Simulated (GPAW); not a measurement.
Here is a GPAW 26.7.0 calculation.

File run.py:

```python
from ase import Atoms
from ase.eos import EquationOfState
from ase.io import Trajectory
from ase.units import GPa
from gpaw import GPAW, PW, setup_paths

setup_paths.insert(0, '.')

atoms = Atoms(['In', 'P'],
              cell=[[0.0, 2.9305, 2.9305],
                    [2.9305, 0.0, 2.9305],
                    [2.9305, 2.9305, 0.0]],
              scaled_positions=[[0.0, 0.0, 0.0],
                                [0.75, 0.75, 0.75]],
              pbc=True)

traj = Trajectory('eos.traj', 'w')
volumes, energies = [], []
for x in [0.94, 0.96, 0.98, 1.0, 1.02, 1.04, 1.06]:
    a = atoms.copy()
    a.set_cell(atoms.cell * x**(1 / 3), scale_atoms=True)
    calc = GPAW(mode=PW(600),
                xc='PBEsol',
                kpts={'size': (8, 8, 8), 'gamma': True},
                occupations={'name': 'fermi-dirac', 'width': 0.05},
                nbands=18,
                convergence={'density': 1e-05, 'energy': 1e-05},
                maxiter=150,
                txt=f'eos-{x:.2f}.txt')
    a.calc = calc
    energies.append(a.get_potential_energy(force_consistent=True))
    volumes.append(a.get_volume())
    p = -a.get_stress()[:3].mean() / GPa
    calc.write(f'eos-{x:.2f}.gpw')
    traj.write(a)
    print(f'{x:.2f} {volumes[-1]:10.4f} A^3 {energies[-1]:14.6f} eV {p:9.3f} GPa', flush=True)

v0, e0, B = EquationOfState(volumes, energies, eos='birchmurnaghan').fit()
print(f'V0 = {v0:.4f} A^3, E0 = {e0:.6f} eV, B0 = {B / GPa:.2f} GPa')
```

Potentials or basis: PAW data sets generated in the run's folder for this functional, pw.

Command:

```console
$ gpaw-setup -f PBEsol In P
$ OMP_NUM_THREADS=1 python run.py
```

(1) Predict the pressure derivative of the bulk modulus.

(2) Predict the equilibrium volume.

(3) What does it give for the bulk modulus?

Answers

(1) 4.7.

(2) 25.32 Å³/atom.

(3) 67 GPa.

**The experiment to reproduce.**

From a printed reference work, data compilation, for a bulk crystal of InP: bulk modulus 71 GPa.

Measured bulk modulus of InP: 71 GPa (a printed reference work, data compilation). This calculation gives 67 GPa (-5.0 %). The fit is for a static lattice scaled at fixed shape and fixed fractional positions.
